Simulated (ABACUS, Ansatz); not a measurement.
Given: the input of a run of ABACUS 3.10.1 on Ge. Atoms were shifted at random by some hundredths of an Å from the given cell, which wasn't relaxed again for these runs. This isn't the form of Ge at room conditions, which is diamond.

Contents of INPUT:

```
INPUT_PARAMETERS
suffix              Ge
calculation         scf
basis_type          pw
pseudo_dir          ./
symmetry            1
dft_functional      pbesol
ecutwfc             79
pseudo_rcut         7
nspin               1
nbands              34
ks_solver           dav
smearing_method     fd
smearing_sigma      0.00367493
scf_thr             1e-08
scf_nmax            100
mixing_type         broyden
mixing_beta         0.7
cal_force           1
cal_stress          1
kpar                4
```

File STRU:

```
ATOMIC_SPECIES
Ge 72.6300 Ge.upf

LATTICE_CONSTANT
1.8897261246

LATTICE_VECTORS
3.9975858431 0.0000000000 0.0000000000
-1.9987929216 3.4620108940 0.0000000000
0.0000000000 0.0000000000 6.5993779500

ATOMIC_POSITIONS
Direct

Ge
0.0
4
0.3280340000 0.6648870000 0.9395880000 1 1 1
0.6776310000 0.3391870000 0.4332960000 1 1 1
0.3436270000 0.6705210000 0.5672550000 1 1 1
0.6731280000 0.3269050000 0.0611730000 1 1 1
```

Contents of KPT:

```
K_POINTS
0
Gamma
8 8 4 0 0 0
```

Potentials or basis: PseudoDojo NC SR 0.4.1 PBEsol standard, plane waves.

Command:

```console
$ OMP_NUM_THREADS=1 mpirun -np 4 abacus > log
```

Task: What does the same run look like in Ansatz 0.2.0? Potentials or basis there: all-electron LAPW, scalar-relativistic.

Result: As run (cutoffs and basis follow the program's own potentials, and thresholds, step limits or extra output files can differ):

Contents of input.yaml:

```yaml
crystal:
  lattice:
    - [3.9975858431, 0.0, 0.0]
    - [-1.9987929216, 3.462010894, 0.0]
    - [0.0, 0.0, 6.59937795]
  atoms:
    - { symbol: Ge, position: [0.328034, 0.664887, 0.939588] }
    - { symbol: Ge, position: [0.677631, 0.339187, 0.433296] }
    - { symbol: Ge, position: [0.343627, 0.670521, 0.567255] }
    - { symbol: Ge, position: [0.673128, 0.326905, 0.061173] }
kpoints:
  mp_grid: { grid: [8, 8, 4] }
scf:
  occupations: { method: fermi_dirac, width: 0.05 }
hamiltonian:
  xc: pbesol
  pseudopotentials: { kind: all_electron, lapw: { basis_error: 0.001 } }
output:
  forces: true
  stress: true
  eigenvalues: true
  populations: true
```

Potentials or basis: all-electron LAPW, scalar-relativistic.

The run is started by

```console
$ ansatz run input.yaml --threads 2 --pin off --max-ram 8192MiB --backend cpu --events-out ev --progress --plain --runs-dir out
```

Both were run:

|  | ABACUS | Ansatz |
| --- | --- | --- |
| Pressure | 0.0 GPa | 0.0 GPa |
| Largest force | 0.628 eV/Å | 0.628 eV/Å |

Where Ansatz's input types no cutoff or centring, it takes its own default and a Γ-centred mesh.

Pressure is positive in compression.
